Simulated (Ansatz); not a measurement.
The system is MgS.

```
CELL_PARAMETERS angstrom
0.00000 2.83312 2.83312
2.83312 0.00000 2.83312
2.83312 2.83312 0.00000
ATOMIC_POSITIONS crystal
S 0.25000 0.25000 0.25000
Mg 0.00000 0.00000 0.00000
```

The cell comes from a database or a generator and needn't be the stable form of this composition.

- Program: Ansatz 0.2.0
- Task: relaxation of cell and atoms
- Functional: BLYP
- Potentials or basis: all-electron LAPW, scalar-relativistic
- Basis error allowed: 0.001 eV/atom
- k mesh: 8 × 8 × 8
- Occupations: fermi-dirac, width 0.05 eV
- Spin: no spin polarisation

At the start: volume 22.74 Å³/atom.

**Question.** How do energy, volume and symmetry change on relaxing?

**Answer.** Over 4 steps the energy falls by 7.2 meV/atom and the volume is 23.71 Å³/atom (+4.3 %); space group F-43m (No. 216, to 0.05 Å).

The path:
```csv
step,energy change (eV),largest force (eV/Å),volume (Å³)
1,0.0000,0.0000,45.48
2,-0.0130,0.0000,46.81
3,-0.0145,0.0000,47.43
4,-0.0145,0.0000,47.43
```

Final structure:
```yaml
crystal:
  lattice:
    - [0.00000, 2.87294, 2.87294]
    - [2.87294, 0.00000, 2.87294]
    - [2.87294, 2.87294, 0.00000]
  atoms:
    - { symbol: S, position: [0.25000, 0.25000, 0.25000] }
    - { symbol: Mg, position: [0.00000, 0.00000, 0.00000] }
```
